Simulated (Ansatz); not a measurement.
# Sn: moving Sn off its site

Sn, Immm, a = 3.453 Å, b = 3.551 Å, c = 4.677 Å (as given, not relaxed at this level: -4.8 GPa). This isn't the element's structure at ambient conditions. Ansatz: LDA, PAW, 420 eV, Γ-centred 10×10×10 mesh on 8 atoms, Gaussian smearing 0.15 eV; no spin polarisation.

```yaml
crystal:
  lattice:
    - [-3.45308, 3.55109, -4.67668]
    - [-3.45308, -3.55109, 4.67668]
    - [3.45308, 3.55109, 4.67668]
  atoms:
    - { symbol: Sn, position: [0.50000, 0.50000, 0.00000] }
    - { symbol: Sn, position: [0.50000, 0.00000, 0.00000] }
    - { symbol: Sn, position: [0.00000, 0.50000, 0.00000] }
    - { symbol: Sn, position: [0.00000, 0.00000, 0.00000] }
    - { symbol: Sn, position: [0.50000, 0.50000, 0.50000] }
    - { symbol: Sn, position: [0.50000, 0.00000, 0.50000] }
    - { symbol: Sn, position: [0.00000, 0.50000, 0.50000] }
    - { symbol: Sn, position: [0.00000, 0.00000, 0.50000] }
```

Atom 1 (Sn) moves by x along the unit vector (0.707, 0.707, 0.000), with its periodic images; all else is held. y is the free energy of the cell over the start, F the force along the path summed over the moved atoms. Symmetry makes y even in x.

| x (Å) | y (meV) | F (eV/Å) |
| --- | --- | --- |
| -0.3000 | ? | ? |
| -0.1500 | 5.65 | 0.08 |
| 0.0000 | 0.00 | 0.00 |
| 0.0375 | 0.33 | -0.02 |
| 0.0750 | 1.35 | -0.04 |
| 0.1125 | 3.10 | -0.06 |
| 0.1875 | 9.11 | -0.11 |
| 0.2250 | 13.61 | -0.14 |
| 0.2625 | 19.30 | -0.17 |

Problem. Fit y = c2 x² + c4 x⁴ to the energies of the other rows, give the force constant, and predict energy and force of the missing row.

Solution. Least squares on the rows shown. y = 237.20 x² + 622.97 x⁴. The force constant is 2 c2 = 0.474 eV/Å², for the cell as given, at -4.8 GPa (for all images moving together, not for a lone atom). The force −dy/dx at the missing row is 0.21 eV/Å (computed 0.21). At x = -0.3000 the fit asked for gives 26.39 meV. The run gave 26.37 meV, so the fit is 0.02 meV too high, a small miss on the scale of the series.